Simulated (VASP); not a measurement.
Here is a VASP 6.6.1 calculation.

INCAR

```
SYSTEM = MoSe2
PREC = Accurate ; ENCUT = 600
EDIFF = 1E-7 ; ISMEAR = 0
SIGMA = 0.03 ; LREAL = .FALSE.
LASPH = .TRUE. ; NELM = 80
ALGO = Normal ; ISIF = 3
LWAVE = .FALSE. ; LCHARG = .FALSE.
GGA = CA ; IBRION = 2
NSW = 90 ; EDIFFG = -0.005
KPAR = 2
```

KPOINTS

```
Automatic mesh
0
G
  9 9 2
  0 0 0
```

File POSCAR:

```
MoSe2                                   
1.0
    3.2518070665      0.0000000000      0.0000000000
   -1.6259035332      2.8161475277     -0.0000000000
    0.0000000000     -0.0000000000     12.7387744519
  Mo              Se            
     2     4
Direct
     0.3333333332999970    0.6666666667000030    0.2500000000000000
     0.6666666667000030    0.3333333332999970    0.7500000000000000
     0.3333333332999970    0.6666666667000030    0.6196545790875785
     0.6666666667000030    0.3333333332999970    0.1196545790875785
     0.3333333332999970    0.6666666667000030    0.8803454209124215
     0.6666666667000030    0.3333333332999970    0.3803454209124214
```

Potentials or basis: VASP PAW LDA potentials, release 64 (Mo_sv, Se).

The run is started by

```bash
$ cat potpaw_LDA.64/Mo_sv/POTCAR potpaw_LDA.64/Se/POTCAR > POTCAR
$ mpirun -np 2 vasp_std > vasp.out
```

**Question.** Predict the band gap on the k mesh.

**Answer.** 0.83 eV, indirect (least direct gap 1.51 eV).

Final structure:
```
CELL_PARAMETERS angstrom
3.25181 0.00000 0.00000
-1.62590 2.81615 0.00000
0.00000 0.00000 12.73877
ATOMIC_POSITIONS crystal
Mo 0.33333 0.66667 0.25000
Mo 0.66667 0.33333 0.75000
Se 0.33333 0.66667 0.61965
Se 0.66667 0.33333 0.11965
Se 0.33333 0.66667 0.88035
Se 0.66667 0.33333 0.38035
```

Caveat: the relaxation stopped at its first step, so nothing moved; an odd mesh through Γ misses points on the zone boundary, where band edges often lie.
